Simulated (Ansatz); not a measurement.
Crystal: ZnO.

```
CELL_PARAMETERS angstrom
1.43323 -3.52708 0.00000
1.43323 3.52708 0.00000
0.00000 0.00000 2.83849
ATOMIC_POSITIONS crystal
Zn 0.00000 0.00000 0.00000
O 0.50000 0.50000 0.50000
```

The cell was built by a generator and needn't be a form met in nature.

* Program: Ansatz 0.2.0
* Task: relaxation of cell and atoms
* Functional: r2SCAN
* Potentials or basis: Ansatz PAW
* Cutoff: 500 eV (not typed: the program's choice for these potentials)
* k mesh: 10 × 10 × 9
* Occupations: fermi-dirac, width 0.05 eV
* Spin: no spin polarisation

At the start: volume 14.35 Å³/atom.

**Question.** Where does the relaxation end?

**Answer.** It ends after 9 steps and the volume is 12.12 Å³/atom (-15.6 %); space group Cmmm (No. 65, to 0.05 Å).

The path:
```csv
step,energy change (eV),largest force (eV/Å),volume (Å³)
1,0.0000,0.0000,28.70
2,-0.0219,0.0000,27.36
3,-0.0375,0.0000,25.65
4,-0.0419,0.0000,25.09
5,-0.0444,0.0000,24.46
6,-0.0447,0.0000,24.28
7,-0.0427,0.0000,24.28
8,-0.0427,0.0000,24.23
9,-0.0427,0.0000,24.23
```

Final structure:
```xyz
2
Lattice="1.4288 -3.0392 0.0000 1.4288 3.0392 0.0000 0.0000 0.0000 2.7903" Properties=species:S:1:pos:R:3 pbc="T T T"
Zn    0.0000    0.0000    0.0000
O     1.4288    0.0000    1.3951
```

Caveat: the volume moved by over 15 % at a fixed basis, so the end points are rough; the plane-wave basis is chosen anew once the cell has moved, so the energies of steps on either side of that aren't comparable; the PAW data sets come from PBE, with cores solved anew for the run's functional, which leaves a small shift of forces and pressure.
